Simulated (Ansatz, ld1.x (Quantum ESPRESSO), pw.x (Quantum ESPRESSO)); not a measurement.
# beryllium (Be): does the RRKJ potential hold in the solid?

Be, norm-conserving RRKJ (Kleinman–Bylander form), made with ld1.x (Quantum ESPRESSO) 7.5 (PBE, scalar-relativistic). Core [He], reference 2s2 2p0. Waves: 2p (bound, empty): rc 2.90 bohr; 3d channel at 0.45 Ry: rc 2.85 bohr; 2s (bound): rc 1.70 bohr. Local part: the s channel. Core correction: none.

Crystal test: bcc Be in pw.x 7.5, no spin, 18³ k-points, Fermi–Dirac smearing 0.01 Ry, cutoffs 40/160 Ry. The reference is all-electron LAPW (Ansatz 0.2.0) with the same functional, mesh and smearing; V0 and B0 come from Birch–Murnaghan fits to the pressures at five volumes. Errors are pseudo minus all-electron; Δ is the rms difference of the E(V) curves that follow from these fits, minima aligned, over ±6 % about the mean V0. Mesh and smearing are coarse, so the numbers serve the comparison and aren't converged zero-temperature values; the lattice is a test structure that the element need not adopt.

All-electron: a0 = 2.501 Å (V0 = 7.82 Å³/atom), B0 = 122.0 GPa.

Task: How far does the potential miss the all-electron equation of state?

Result: mean pressure error (GPa): -8.61. The pressure does not cross zero within the volumes sampled, so no fit is given. The largest radius (2.90 bohr) exceeds half the bond length (2.05 bohr), so the spheres overlap, which is one possible source of error among others. This is a poor potential for the solid.

```tsv
V (Å³/atom)	P all-electron (GPa)	P pseudo (GPa)
7.430	6.89	-3.52
7.625	3.27	-6.12
7.821	0.04	-8.46
8.017	-2.85	-10.56
8.212	-5.43	-12.45
```

Task: At the middle volume, how do free energy and pressure move when the wave cutoff is lowered (ecutrho kept at four times it)?

Result:

```tsv
cutoff (Ry)	shift of F (meV/atom)	shift of P (GPa)
18	+7.2	+0.11
24	+6.0	-0.01
32	+1.9	-0.11
```

The run at the middle volume (195 k-points, 5 iterations) took about 4.2 s on one core of a shared host (Neoverse-V1, 32 threads, 247 GiB, load 12).
